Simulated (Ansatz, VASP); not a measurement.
**Two plane-wave programs on Al**

```xyz
1
Lattice="0.0000 1.9914 2.0909 1.9914 0.0000 2.0909 1.9914 1.9914 0.0000" Properties=species:S:1:pos:R:3 pbc="T T T"
Al    0.0000    0.0000    0.0000
```

Change from the starting cell: strain +0.0500 x Voigt [0, 0, 1, 0, 0, 0], atoms carried along.

Alike in both runs: task single point; functional PBE; dispersion D3(BJ); k mesh 26 × 26 × 26; occupations gaussian, width 0.15 eV; no spin polarisation.

|  | VASP | Ansatz |
| --- | --- | --- |
| version | VASP 6.6.1 | Ansatz 0.2.0 |
| potentials or method | VASP PAW PBE potentials, release 64 (Al) | scalar-relativistic, plane waves, PAW |
| plane-wave cutoff (eV) | 520 | 420 |
| valence electrons in the cell | 3 | 3 |

```tsv
	VASP	Ansatz	Ansatz less VASP
gap on the k mesh at the Fermi level (eV)	none	none	-
pressure (GPa)	-3.7	-3.6	+0.04
largest component of the traceless stress (GPa)	1.96	1.97	+0.005
```

A gap of «none» marks a metal or a gap that the smearing closes.

Caveats: pairwise dispersion overbinds metals, which lowers pressure and volume.
